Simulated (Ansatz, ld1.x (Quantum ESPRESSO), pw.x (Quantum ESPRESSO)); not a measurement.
**From atom to crystal: ultrasoft potential for Pt (Z = 78)**

platinum, ultrasoft, made with ld1.x (Quantum ESPRESSO) 7.5 (PBE, scalar-relativistic). Core [Xe] 4f14, reference 5d9 6s1 6p0. Waves: 6s (bound): rcut 2.00, rcutus 2.15 bohr; 6s channel at -0.05 Ry: rcut 2.00, rcutus 2.15 bohr; 6p (bound, empty): rcut 2.95, rcutus 3.25 bohr; 6p channel at 0.35 Ry: rcut 2.95, rcutus 3.25 bohr; 5d (bound): rcut 2.10, rcutus 2.50 bohr; 5d channel at 2.05 Ry: rcut 2.10, rcutus 2.50 bohr. Local part: all-electron potential smoothed inside 2.40 bohr (lloc = -1). Core correction: Bessel-smoothed model core inside 1.05 bohr. Augmentation charge: PSQ, inside the norm-conserving radii.

Atomic tests: cutoffs needed: 18 Ry and 30 Ry (the cutoffs (Ry, on a coarse ladder) from which the occupation-weighted sum of valence levels, in a spherical-Bessel basis at the reference potential, stays within 10 and 1 mRy of its value at 400 Ry); ghost test: no extra level below or beside the all-electron valence levels (s, p, d, f tested) (spherical-Bessel basis up to 400 Ry, 20 bohr box); configuration tests: test run stopped at test 5 of 7 (negative rho).

Crystal test: bcc Pt in pw.x 7.5, no spin, 15³ k-points, Fermi–Dirac smearing 0.01 Ry, cutoffs 40/320 Ry. The reference is all-electron LAPW (Ansatz 0.2.0) with the same functional, mesh and smearing; V0 and B0 come from Birch–Murnaghan fits to the pressures at five volumes. Errors are pseudo minus all-electron; Δ is the rms difference of the E(V) curves that follow from these fits, minima aligned, over ±6 % about the mean V0. Mesh and smearing are coarse, so the numbers serve the comparison and aren't converged zero-temperature values; the lattice is a test structure that the element need not adopt.

All-electron: a0 = 3.165 Å (V0 = 15.85 Å³/atom), B0 = 235.3 GPa.

How far does the potential miss the all-electron equation of state?

mean pressure error (GPa): +5.83; a0 (Å): 3.189; a0 error (%): +0.76; B0 error (%): +0.6; Δ (meV/atom): 19.1. The largest radius (3.25 bohr) exceeds half the bond length (2.59 bohr), so the spheres overlap, which is one possible source of error among others. This is a poor potential for the solid. Atomic configuration tests: test run stopped at test 5 of 7 (negative rho).

```
V (Å³/atom)  P all-electron (GPa)  P pseudo (GPa)
     15.066                 13.63           21.30
     15.463                  6.17           12.77
     15.859                 -0.19            5.50
     16.255                 -5.60           -0.66
     16.652                -10.19           -5.90
```

At the middle volume, how do free energy and pressure move when the wave cutoff is lowered (ecutrho held at 320 Ry)?

```csv
cutoff (Ry),shift of F (meV/atom),shift of P (GPa)
18,+62.5,-0.63
24,+34.1,-1.11
32,+2.8,+0.12
```

The run at the middle volume (120 k-points, 7 iterations) took about 8.4 s on one core of a shared host (Neoverse-V2, 96 threads, 371 GiB, load 80).
